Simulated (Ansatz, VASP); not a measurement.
## One calculation of Ti, two programs

```
Ti
1.0
     0.00000    2.13520    1.82965
     2.13520    0.00000    1.82965
     2.13520    2.13520    0.00000
Ti
1
Direct
  0.00000 0.00000 0.00000
```

Alike in both runs: task single point; functional PBE; k mesh 20 × 20 × 20; occupations gaussian, width 0.15 eV; no spin polarisation.

```csv
,VASP,Ansatz
version,VASP 6.6.1,Ansatz 0.2.0
potentials or method,"VASP PAW PBE potentials, release 64 (Ti_sv)","scalar-relativistic, plane waves, PAW"
plane-wave cutoff (eV),520,520
valence electrons in the cell,12,12
```

|  | VASP | Ansatz | Ansatz less VASP |
| --- | --- | --- | --- |
| gap on the k mesh at the Fermi level (eV) | none | none | - |
| pressure (GPa) | 4.3 | 4.6 | +0.28 |
| largest component of the traceless stress (GPa) | 2.19 | 2.17 | -0.022 |

A gap of «none» marks a metal or a gap that the smearing closes. With one functional, cell and mesh, what is left measures potentials, basis and numerics.
